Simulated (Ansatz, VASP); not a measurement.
**Se in VASP and in Ansatz**

```
Se
1.0
     0.00000    2.21751    2.21751
     2.21751    0.00000    2.21751
     2.21751    2.21751    0.00000
Se
1
Cartesian
  0.0000 0.0000 0.0000
```

The cell was built by a generator and needn't be a form met in nature.

Alike in both runs: task relaxation of cell and atoms; functional LDA; k mesh 12 × 12 × 12; occupations fermi-dirac, width 0.1 eV; no spin polarisation.

|  | VASP | Ansatz |
| --- | --- | --- |
| version | VASP 6.6.1 | Ansatz 0.2.0 |
| potentials or method | VASP PAW LDA potentials, release 64 (Se) | plane waves (420 eV) with PAW, scalar-relativistic |
| plane-wave cutoff (eV) | 600 | 420 |
| valence electrons in the cell | 6 | 16 |

```csv
,VASP,Ansatz,Ansatz less VASP
relaxed volume (Å³/atom),19.00,18.98,-0.027
relaxed cell length with the largest relative difference (Å),2.995,2.994,-0.0014
energy change over the relaxation (meV/atom),-88,-90,-1.9
```

The two sets of potentials don't hold the same shells in valence. Ansatz warned: «pseudo_functional_mismatch».
